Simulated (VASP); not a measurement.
## WC (Qusongite): band structure with TB-mBJ

WC (Qusongite):

```xyz
2
Lattice="2.9065 0.0000 0.0000 -1.4532 2.5171 0.0000 0.0000 0.0000 2.8366" Properties=species:S:1:pos:R:3 pbc="T T T"
W     0.0000    0.0000    0.0000
C     1.4533    0.8390    1.4183
```

- Program: VASP 6.6.1
- Task: band structure
- Functional: TB-mBJ
- Potentials or basis: VASP PAW PBE potentials, release 64 (W_sv, C)
- Cutoff: 520 eV
- k mesh: 10 × 10 × 9
- Occupations: fermi-dirac, width 0.05 eV
- Spin: no spin polarisation
- Further INCAR settings: ALGO = Normal; EDIFF = 1e-07

```json
{
 "Band gap along the path": "none (metal or under the smearing width)"
}
```

Levels at the corners of the path, in eV from the Fermi level:
| point | band 6 | band 7 | band 8 | band 9 | band 10 | band 11 | band 12 | band 13 |
| --- | --- | --- | --- | --- | --- | --- | --- | --- |
| Γ | -4.22 | -3.35 | -3.35 | -0.09 | 3.35 | 3.35 | 5.69 | 5.69 |
| M | -7.08 | -3.71 | -3.48 | -0.61 | 2.44 | 4.62 | 4.97 | 6.92 |
| M | -7.08 | -3.71 | -3.48 | -0.61 | 2.44 | 4.62 | 4.97 | 6.92 |
| K | -6.60 | -4.50 | -3.58 | 0.73 | 0.87 | 2.11 | 3.23 | 9.38 |
| K | -6.60 | -4.50 | -3.58 | 0.73 | 0.87 | 2.11 | 3.23 | 9.38 |
| Γ | -4.22 | -3.35 | -3.35 | -0.09 | 3.35 | 3.35 | 5.69 | 5.69 |
| Γ | -4.22 | -3.35 | -3.35 | -0.09 | 3.35 | 3.35 | 5.69 | 5.69 |
| A | -8.66 | -2.12 | -2.12 | -0.50 | -0.50 | 3.63 | 4.60 | 4.60 |
| A | -8.66 | -2.12 | -2.12 | -0.50 | -0.50 | 3.63 | 4.60 | 4.60 |
| L | -6.48 | -4.38 | -4.28 | 0.31 | 4.49 | 5.36 | 6.67 | 9.47 |
| L | -6.48 | -4.38 | -4.28 | 0.31 | 4.49 | 5.36 | 6.67 | 9.47 |
| H | -7.20 | -5.45 | -1.68 | -0.60 | 4.45 | 6.45 | 7.72 | 9.28 |
| H | -7.20 | -5.45 | -1.68 | -0.60 | 4.45 | 6.45 | 7.72 | 9.28 |
| A | -8.66 | -2.12 | -2.12 | -0.50 | -0.50 | 3.63 | 4.60 | 4.60 |
| L | -6.48 | -4.38 | -4.28 | 0.31 | 4.49 | 5.36 | 6.67 | 9.47 |
| M | -7.08 | -3.71 | -3.48 | -0.61 | 2.44 | 4.62 | 4.97 | 6.92 |
| K | -6.60 | -4.50 | -3.58 | 0.73 | 0.87 | 2.11 | 3.23 | 9.38 |
| H | -7.20 | -5.45 | -1.68 | -0.60 | 4.45 | 6.45 | 7.72 | 9.28 |

Wall time 64 s on 1 thread of Intel(R) Xeon(R) Platinum 8375C CPU @ 2.90GHz (Ice Lake), on a shared host, peak memory 0.17 GiB.

Caveat: spin-orbit coupling is left out, which moves the levels of the heavy elements.
